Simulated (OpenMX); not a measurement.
CdS (Hawleyite) under changes of volume

One of the cells (24.808 Å³/atom); the others are scaled copies at fixed shape and fractional positions:

```
CELL_PARAMETERS angstrom
0.00000 2.91650 2.91650
2.91650 0.00000 2.91650
2.91650 2.91650 0.00000
ATOMIC_POSITIONS crystal
Cd 0.00000 0.00000 0.00000
S 0.75000 0.75000 0.75000
```

| Quantity | Value |
| --- | --- |
| Program | OpenMX 3.8.5 |
| Functional | LDA |
| Potentials or basis | OpenMX 2013 LDA set, Cd7.0-s3p2d2, S7.0-s2p2d1f1, fixed grid of 45 × 45 × 45 points |
| k mesh | 9 × 9 × 9 |
| Occupations | fermi-dirac, width 0.05 eV |
| Spin | no spin polarisation |

```tsv
volume (Å³/atom)	energy over the lowest point (meV/atom)	gap on the mesh (eV)
23.319	4.41	1.20
23.815	0.00	1.14
24.312	0.10	1.08
24.808	4.10	1.02
25.304	11.74	0.96
25.800	22.75	0.91
26.296	?	?
```

Q: What does the run at 26.296 Å³/atom give?

A: Energy over the lowest point 36.43 meV/atom; gap on the mesh 0.85 eV.

Worked out: A Birch-Murnaghan fit of order 3 (a polynomial in V^(-2/3)) to the other rows has its minimum at 24.06 Å³/atom with B0 = V·E''(V) = 66 GPa and B' = 3.6. It gives 36.73 meV/atom at 26.296 Å³/atom, against the run's 36.43. A straight line through the other rows of the gap, of slope -2.9 eV per unit of ln V (its deformation potential), extrapolates to 0.85 eV, against the run's 0.85.

Energies are extrapolated to zero smearing.

Caveats: the basis of atomic orbitals isn't converged, which shifts pressures, moduli and gaps.

Spin-orbit coupling on Cd is left out.
